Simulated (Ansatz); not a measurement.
## Profile along the Pb–I line in CsPbI3 (cubic perovskite)

CsPbI3 (cubic perovskite)

```
CsPbI3
1.0
    6.33267     0.00000     0.00000
    0.00000     6.33267     0.00000
    0.00000     0.00000     6.33267
Cs Pb I
1 1 3
Cartesian
  0.00000   0.00000   0.00000
  3.16634   3.16634   3.16634
  0.00000   3.16634   3.16634
  3.16634   3.16634   0.00000
  3.16634   0.00000   3.16634
```

Fields along a shortest Pb–I line of a {100} plane (3.17 Å), from Pb to I, interpolated on the slice's grid (step about 0.2 Å). The numbers are results of r2SCAN (plane waves to 500 eV, PAW, scalar-relativistic; Ansatz, an electronic-structure program), not measurements. k mesh 5×5×5. These are valence fields of a PAW run, semicore shells included where kept as valence: close to a nucleus they are smooth pseudo fields. CsPbI3 was relaxed with its symmetry unable to fall. Spin-orbit coupling is left out, though I and Pb are heavy. This is a high-temperature form of CsPbI3.

| distance from Pb (Å) | valence electron density (e/Å³) | electron localisation function |
|---|---|---|
| 0.00 | 10.31 | x |
| 0.32 | 7.20 | x |
| 0.63 | 2.95 | 0.27 |
| 0.95 | 0.82 | 0.42 |
| 1.27 | 0.28 | 0.25 |
| 1.58 | 0.21 | 0.33 |
| 1.90 | 0.36 | 0.67 |
| 2.22 | 0.78 | 0.62 |
| 2.54 | 3.10 | 0.46 |
| 2.85 | 13.69 | x |
| 3.17 | 19.06 | x |

x: too close to a nucleus for the ELF to mean much.

Density on the Pb–I line (3.17 Å) at its density minimum, 1.5 Å from Pb: 0.21 e/Å³. ELF at that point: 0.3. ELF maximum in the middle third of the Pb–I line: 0.68, 2.0 Å from Pb.
